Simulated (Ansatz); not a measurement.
BeSe in Ansatz: the effect of dispersion

BeSe, a slab with vacuum:

```
Se Be
1.0
     3.58503    0.00000    0.00000
    -1.79252    3.10473    0.00000
     0.00000    0.00000   24.51329
Se Be
4 4
Direct
  0.00000 0.00000 0.30596
  0.33333 0.66667 0.42537
  0.66667 0.33333 0.54478
  0.00000 0.00000 0.66419
  0.33333 0.66667 0.33581
  0.66667 0.33333 0.45522
  0.00000 0.00000 0.57463
  0.33333 0.66667 0.69404
```

The cell isn't the ideal one: the (1 1 1) slab of BeSe, cut from the database cell, not relaxed.

Alike in all runs:

| Quantity | Value |
| --- | --- |
| Program | Ansatz 0.2.0 |
| Task | relaxation of the atoms |
| Functional | PBE |
| Potentials or basis | Ansatz PAW |
| Cutoff | 420 eV (not typed: the program's choice for these potentials) |
| k mesh | 9 × 9 × 1 |
| Occupations | fermi-dirac, width 0.05 eV |
| Spin | no spin polarisation |

Each run relaxes the cell or the atoms first.

```csv
dispersion,largest force (eV/Å),work function (eV)
none,?,?
D3(BJ),1.11,2.29
D3(BJ)-ATM,1.12,2.29
D4,1.12,2.28
```

What does the run with dispersion none give?

Largest force 1.22 eV/Å; work function 2.27 eV.
